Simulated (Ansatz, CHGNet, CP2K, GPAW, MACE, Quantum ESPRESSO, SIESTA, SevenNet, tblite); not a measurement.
**A faulty CP2K run on AlP(100) slab, H on both faces (90 atoms)**

Program: CP2K 2026.2, a calculation on a cell of 27 Al, 27 P and 36 H, with vacuum.

The input, input.inp:

```
&GLOBAL
  PROJECT cell
  RUN_TYPE ENERGY_FORCE
  PRINT_LEVEL LOW
&END GLOBAL
&FORCE_EVAL
  METHOD QS
  &DFT
    BASIS_SET_FILE_NAME BASIS_MOLOPT
    POTENTIAL_FILE_NAME GTH_POTENTIALS
    &MGRID
      CUTOFF 450
      REL_CUTOFF 50
    &END MGRID
    &QS
      EPS_DEFAULT 1.0E-12
    &END QS
    &SCF
      SCF_GUESS ATOMIC
      EPS_SCF 1.0E-06
      MAX_SCF 60
      ADDED_MOS 35
      &DIAGONALIZATION
        ALGORITHM STANDARD
      &END DIAGONALIZATION
      &SMEAR ON
        METHOD FERMI_DIRAC
        ELECTRONIC_TEMPERATURE [K] 580
      &END SMEAR
      &MIXING
        METHOD BROYDEN_MIXING
        ALPHA 0.15
        NBROYDEN 8
      &END MIXING
      &PRINT
        &RESTART OFF
        &END RESTART
      &END PRINT
    &END SCF
    &XC
      &XC_FUNCTIONAL PBE96
      &END XC_FUNCTIONAL
    &END XC
    &PRINT
      &MULLIKEN ON
      &END MULLIKEN
      &HIRSHFELD ON
        SHAPE_FUNCTION DENSITY
      &END HIRSHFELD
      &MO ON
        EIGENVALUES T
        OCCUPATION_NUMBERS T
        MO_INDEX_RANGE 115 138
        &EACH
          QS_SCF 0
        &END EACH
        ADD_LAST NUMERIC
      &END MO
    &END PRINT
  &END DFT
  &SUBSYS
    &CELL
      A 11.58877 0.00000 0.00000
      B 0.00000 11.58877 0.00000
      C 0.00000 0.00000 18.56080
    &END CELL
    &TOPOLOGY
      COORD_FILE_NAME structure.xyz
      COORD_FILE_FORMAT XYZ
    &END TOPOLOGY
    &KIND Al
      BASIS_SET DZVP-MOLOPT-SR-GTH-q3
      POTENTIAL GTH-PBE-q3
    &END KIND
    &KIND P
      BASIS_SET DZVP-MOLOPT-SR-GTH-q5
      POTENTIAL GTH-PBE-q5
    &END KIND
    &KIND H
      BASIS_SET DZVP-MOLOPT-SR-GTH-q1
      POTENTIAL GTH-PBE-q1
    &END KIND
  &END SUBSYS
  &PRINT
    &FORCES ON
    &END FORCES
  &END PRINT
&END FORCE_EVAL
```

The input, structure.xyz:

```xyz
90

Al 3.08111 1.96464 7.17152
P 3.07717 3.82429 5.85742
Al 1.17939 3.88328 9.88957
P 1.21427 1.94506 8.53203
Al 3.08690 1.95700 12.62190
P 3.05410 3.85083 11.28385
Al 3.12120 5.81976 7.21700
P 3.08794 7.72600 5.81937
Al 1.14787 7.71592 9.91351
P 1.15772 5.85117 8.56340
[... 76 atom lines left out ...]
H 0.37779 0.00093 5.02534
H 9.65750 11.58309 4.99601
H 0.51095 9.68450 13.56813
H 9.50175 9.64800 13.51913
```

Command:

```console
OMP_NUM_THREADS=2 cp2k.psmp -i input.inp > output.txt
```

What it wrote:

```text
*   ___                                                                       *
 *  /   \                                                                      *
 * [ABORT]                                                                     *
 *  \___/                   invalid value for enumeration:PBE96                *
 *    |                                                                        *
 *  O/|                                                                        *
 * /| |                                                                        *
```

Run time: 0.62 s. Hardware: 2 threads of Arm Neoverse V2, shared host; peak memory 0.15 GiB.

Banners, paths, timers and routine set-up lines are dropped from the logs unmarked, and long logs keep their key lines alone; longer cuts are marked.

Q: Find the fault and mend it.

An unknown functional: functional pbe96. The sound run has functional pbe.

The program stopped at the start.

[Also dropped from logs without a mark: logging warnings of Python, and SIESTA's first energy breakdown and zero terms.]

[Logs are printed without paths, hosts, clocks, repeated set-up lines and the standing remarks that a program may print on its own settings, such as how far it seeks lower states.]

[Hosts, paths, dates, database ids (printed as entryN), source tags and the programs' standing remarks are cut or masked in the printed files.]
